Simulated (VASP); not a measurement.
**AlGaN2: band structure with PBEsol**

AlGaN2:

```xyz
4
Lattice="3.1669 0.0000 0.0000 -1.5834 2.7426 0.0000 0.0000 0.0000 5.0784" Properties=species:S:1:pos:R:3 pbc="T T T"
Ga    1.5834    0.9142    2.5356
Al    0.0000    1.8284    5.0748
N     1.5834    0.9142    4.4726
N     0.0000    1.8284    1.9334
```

The cell comes from a database or a generator and needn't be the stable form of this composition.

```
Program                : VASP 6.6.1
Task                   : band structure
Functional             : PBEsol
Potentials or basis    : VASP PAW PBE potentials, release 64 (Ga_d, Al, N)
Cutoff                 : 520 eV
k mesh                 : 9 × 9 × 5
Occupations            : gaussian, width 0.02 eV
Spin                   : no spin polarisation
Further INCAR settings : ALGO = Fast; EDIFF = 1e-07
```

- Band gap on the k mesh: 2.77 eV, direct
- Band gap along the path: 2.78 eV, direct

Levels at the corners of the path, in eV from the valence-band top:
| point | band 11 | band 12 | band 13 | band 14 | band 15 | band 16 |
| --- | --- | --- | --- | --- | --- | --- |
| Γ | -0.06 | -0.06 | 0.00 | 2.78 | 5.26 | 9.76 |
| M | -2.52 | -2.04 | -0.89 | 5.05 | 5.78 | 6.83 |
| M | -2.52 | -2.04 | -0.89 | 5.05 | 5.78 | 6.83 |
| K | -2.90 | -2.61 | -2.60 | 4.91 | 8.21 | 8.36 |
| K | -2.90 | -2.61 | -2.60 | 4.91 | 8.21 | 8.39 |
| Γ | -0.06 | -0.06 | 0.00 | 2.78 | 5.26 | 9.87 |
| Γ | -0.06 | -0.06 | 0.00 | 2.78 | 5.26 | 9.75 |
| A | -0.86 | -0.31 | -0.31 | 4.71 | 5.55 | 8.87 |
| A | -0.86 | -0.31 | -0.31 | 4.71 | 5.55 | 8.87 |
| L | -1.87 | -1.60 | -1.37 | 4.42 | 5.03 | 7.84 |
| L | -1.87 | -1.60 | -1.37 | 4.42 | 5.03 | 7.84 |
| H | -3.87 | -1.19 | -1.08 | 6.67 | 6.70 | 7.28 |
| H | -3.87 | -1.19 | -1.08 | 6.67 | 6.70 | 7.28 |
| A | -0.86 | -0.31 | -0.31 | 4.71 | 5.55 | 8.87 |
| L | -1.87 | -1.60 | -1.37 | 4.42 | 5.03 | 7.84 |
| M | -2.52 | -2.04 | -0.89 | 5.05 | 5.78 | 6.83 |
| K | -2.90 | -2.61 | -2.60 | 4.91 | 8.21 | 8.37 |
| H | -3.87 | -1.19 | -1.08 | 6.67 | 6.70 | 7.28 |

It took 37 s on 1 thread of Intel(R) Xeon(R) 6975P-C (Granite Rapids), on a shared host, peak memory 0.2 GiB.

Caveat: the log is that of the step along the path at fixed density, whose energy, stress, charges and moments have no meaning.
